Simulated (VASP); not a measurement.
The system is SiO2.

```xyz
6
Lattice="4.1474 0.0000 0.0000 0.0000 4.1474 0.0000 0.0000 0.0000 2.7038" Properties=species:S:1:pos:R:3 pbc="T T T"
Si    2.0737    2.0737    1.3519
Si    0.0000    0.0000    0.0000
O     2.8793    2.8793    0.0000
O     3.3419    0.8055    1.3519
O     1.2682    1.2682    0.0000
O     0.8055    3.3419    1.3519
```

```yaml
Program: VASP 6.6.1
Task: relaxation of cell and atoms
Functional: r2SCAN
Potentials_or_basis: VASP PAW PBE potentials, release 64 (Si, O)
Cutoff: 600 eV
k_mesh: 6 × 6 × 9
Occupations: gaussian, width 0.02 eV
Spin: no spin polarisation
```

At the start: pressure 0.6 GPa; volume 7.75 Å³/atom.

**Question.** How do energy, volume and symmetry change on relaxing?

**Answer.** Over 7 steps the energy falls by 3.1 meV/atom and the volume is 7.79 Å³/atom (+0.4 %); space group P4_2/mnm (No. 136, to 0.05 Å).

Step by step:
```tsv
step	energy change (eV)	largest force (eV/Å)	pressure (GPa)	volume (Å³)
1	0.0000	0.1316	0.59	46.51
2	-0.0144	0.2495	-0.39	46.69
3	-0.0165	0.1514	-0.16	46.65
4	-0.0181	0.0346	0.83	46.62
5	-0.0183	0.0096	0.58	46.62
6	-0.0183	0.0063	-0.50	46.79
7	-0.0184	0.0009	0.00	46.71
```

Final structure:
```
CELL_PARAMETERS angstrom
4.18111 0.00000 0.00000
0.00000 4.18111 0.00000
0.00000 0.00000 2.67214
ATOMIC_POSITIONS crystal
Si 0.50000 0.50000 0.50000
Si 0.00000 0.00000 0.00000
O 0.69411 0.69411 0.00000
O 0.80589 0.19411 0.50000
O 0.30589 0.30589 0.00000
O 0.19411 0.80589 0.50000
```

Caveat: the PAW data sets were made with another functional, which shifts forces and pressure a little.
